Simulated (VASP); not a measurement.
## AlN: relaxation of cell and atoms with PBE

Crystal: AlN.

```
CELL_PARAMETERS angstrom
3.31212 0.00000 0.00000
-1.65606 2.86838 0.00000
0.00000 0.00000 4.18756
ATOMIC_POSITIONS crystal
Al 0.33333 0.66667 0.75000
Al 0.66667 0.33333 0.25000
N 0.33333 0.66667 0.25000
N 0.66667 0.33333 0.75000
```

Measurements of this composition are mostly on another form, of space group No. 186.

| Quantity | Value |
| --- | --- |
| Program | VASP 6.6.1 |
| Task | relaxation of cell and atoms |
| Functional | PBE |
| Potentials or basis | VASP PAW PBE potentials, release 64 (Al, N) |
| Cutoff | 600 eV |
| k mesh | 9 × 9 × 6 |
| Occupations | gaussian, width 0.02 eV |
| Spin | no spin polarisation |
| Further INCAR settings | ALGO = Normal; EDIFF = 1e-07; IBRION = 2; EDIFFG = -0.005; NSW = 90; ISIF = 3 |

| Quantity | Value |
| --- | --- |
| Relaxed volume | 9.94 Å³/atom |
| Relaxed cell | a = 3.311 Å, b = 3.311 Å, c = 4.187 Å, α = 90.00°, β = 90.00°, γ = 120.00° |
| Space group after relaxing (to 0.05 Å) | P6_3/mmc (No. 194) |
| Energy gained by relaxing | 0.0 meV/atom |
| Ionic steps | 3 |
| Pressure after relaxing | 0.0 GPa |
| Band gap on the k mesh | 3.27 eV, direct |

Final structure:
```xyz
4
Lattice="3.3114 0.0000 0.0000 -1.6557 2.8677 0.0000 0.0000 0.0000 4.1868" Properties=species:S:1:pos:R:3 pbc="T T T"
Al    0.0000    1.9118    3.1401
Al    1.6557    0.9559    1.0467
N     0.0000    1.9118    1.0467
N     1.6557    0.9559    3.1401
```

Levels at points of the mesh, in eV from the valence-band top:
| k point | band 5 | band 6 | band 7 | band 8 | band 9 | band 10 | band 11 | band 12 |
| --- | --- | --- | --- | --- | --- | --- | --- | --- |
| (0.00, 0.00, 0.00) | -3.27 | -1.61 | -1.61 | 0.00 | 3.27 | 4.41 | 8.24 | 8.24 |
| (0.00, 0.00, 0.50) | -2.48 | -2.48 | -2.48 | -2.48 | 5.66 | 5.66 | 8.43 | 8.43 |

It took 19 s on 1 thread of AMD EPYC 9R45 96-Core Processor (Zen 5), on a shared host, peak memory 0.15 GiB.

Expect the measured gap to be larger: semilocal functionals such as PBE lack the derivative discontinuity.
